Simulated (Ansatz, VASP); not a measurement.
Given: the input of a run of VASP 6.6.1 on Ge.

The input INCAR:

```
PREC = Accurate
ENCUT = 520
EDIFF = 1E-6
ISMEAR = -1
SIGMA = 0.05
LREAL = False
LASPH = True
NELM = 100
ALGO = Normal
ISIF = 2
LWAVE = False
LCHARG = True
GGA = CA
LELF = True
LVHAR = True
NBANDS = 13
```

KPOINTS

```
regular mesh
0
Gamma
  11 11 10
```

File POSCAR:

```
Ge
1.0
    1.4155346479     -2.6347372402      0.0000000000
    1.4155346479      2.6347372402      0.0000000000
    0.0000000000      0.0000000000      2.7337381113
Ge
1
Direct
    0.5000000000      0.5000000000      0.0000000000
```

Potentials or basis: VASP PAW LDA potentials, release 64 (Ge_d).

Command:

```console
$ cat potpaw_LDA.64/Ge_d/POTCAR > POTCAR
$ mpirun -np 1 vasp_std > vasp.out
```

Task: Translate it to Ansatz 0.2.0. Potentials there: all-electron LAPW, scalar-relativistic.

Result: As run (the cutoff follows the program's own potentials):

The input input.yaml:

```yaml
crystal:
  lattice:
    - [1.4155346479, -2.6347372402, 0.0]
    - [1.4155346479, 2.6347372402, 0.0]
    - [0.0, 0.0, 2.7337381113]
  atoms:
    - { symbol: Ge, position: [0.5, 0.5, 0.0] }
kpoints:
  mp_grid: { grid: [11, 11, 10] }
scf:
  occupations: { method: fermi_dirac, width: 0.05 }
hamiltonian:
  xc: lda
  pseudopotentials: { kind: all_electron, lapw: { basis_error: 0.001 } }
output:
  forces: true
  stress: true
  eigenvalues: true
```

Potentials or basis: all-electron LAPW, scalar-relativistic.

Launch:

```console
$ ansatz run input.yaml --threads 1 --pin off --max-ram 3072MiB --backend cpu --events-out ev --progress --plain --runs-dir out
```

Both were run:

|  | VASP | Ansatz | Ansatz less VASP |
| --- | --- | --- | --- |
| gap on the k mesh at the Fermi level (eV) | none | none | - |
| pressure (GPa) | -7.6 | -7.5 | +0.13 |
| largest component of the traceless stress (GPa) | 1.37 | 1.37 | -0.004 |

A gap of «none» marks a metal or a gap that the smearing closes. Ansatz ran all-electron here, so the differences hold the error of VASP's frozen core and of both bases.
